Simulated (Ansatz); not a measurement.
# Mo: a tetragonal deformation path

The task here is to estimate one member of a computed series from the others.

The COD entry's cell or inner coordinates are ideal or old and differ from later refinements, so a difference from it is no clean test against experiment.

Method: DFT PBEsol, scalar-relativistic, plane waves, PAW, in Ansatz 0.2.0.

2 further runs of the same task are left out: 2 set aside as unsound or not needed. Runs told in other sessions of the task aren't counted.

## Starting point

It takes space group Im-3m (No. 229, cubic). Conventional cell: a = 3.129 Å, b = 3.129 Å, c = 3.129 Å, α = 90.00°, β = 90.00°, γ = 90.00°. Mo (site symmetry m-3m) is surrounded by 8 Mo at 2.71 Å.

Structure file:

```
Mo
1.0
    -1.56465    1.56465    1.56465
     1.56465   -1.56465    1.56465
     1.56465    1.56465   -1.56465
Mo
1
Direct
  0.00000 0.00000 0.00000
```

It is the result of an earlier relaxation at this level (volume 15.32 Å³/atom; gap on the mesh: none (metal)).

Set-up of the first run:

input.yaml

```yaml
crystal:
  lattice:
    - [-1.5646534271, 1.5646534271, 1.5646534271]
    - [1.5646534271, -1.5646534271, 1.5646534271]
    - [1.5646534271, 1.5646534271, -1.5646534271]
  atoms:
    - { symbol: Mo, position: [0.0, 0.0, 0.0] }
basis:
  ecutwfc: 420
kpoints:
  mp_grid: { grid: [30, 30, 30] }
hamiltonian:
  xc: pbesol
scf:
  occupations: { method: gaussian, width: 0.15 }
output:
  forces: true
  stress: true
  eigenvalues: true
```

The run is started by

```bash
$ ansatz run input.yaml --threads 1 --pin off --max-ram 2560MiB --backend cpu --events-out ev --progress --plain --runs-dir out
```

Among the steps run: Zero of the scan; At ρ = 0.707; At ρ = 1.414; Point ρ = 0.850; Point ρ = 1.200; Point ρ = 0.780; At ρ = 1.300; Point ρ = 0.920.

One of the session's tables, all rows but one given; the rest of the session is left out.

It belongs to the step «The scan collected». Collected from the runs (energy zero: the undisturbed cell):

| ρ | ΔE (meV/atom) | pressure (GPa) |
| --- | --- | --- |
| 0.707 | 628.4 | 13.6 |
| 0.780 | 424.4 | 7.0 |
| 0.850 | 241.9 | 3.2 |
| 0.920 | ? | ? |
| 1.000 | 0.0 | 0.1 |
| 1.200 | 260.6 | 3.3 |
| 1.300 | 385.5 | 3.9 |
| 1.414 | 434.1 | 3.7 |

Estimate the missing values for ρ = 0.920.

Worked estimate for «ΔE (meV/atom)». A straight line through the neighbours (0.850, 241.9) and (1.000, 0.0) gives 241.9 + (0.0 − 241.9) × (0.920 − 0.850) / (1.000 − 0.850) = 129.0; a parabola fitted to 4 rows on both sides gives 81.3.

As computed: ΔE (meV/atom): 72.2; pressure (GPa): 1.1. In «ΔE (meV/atom)» the line misses by +56.8 and the parabola by +9.1.
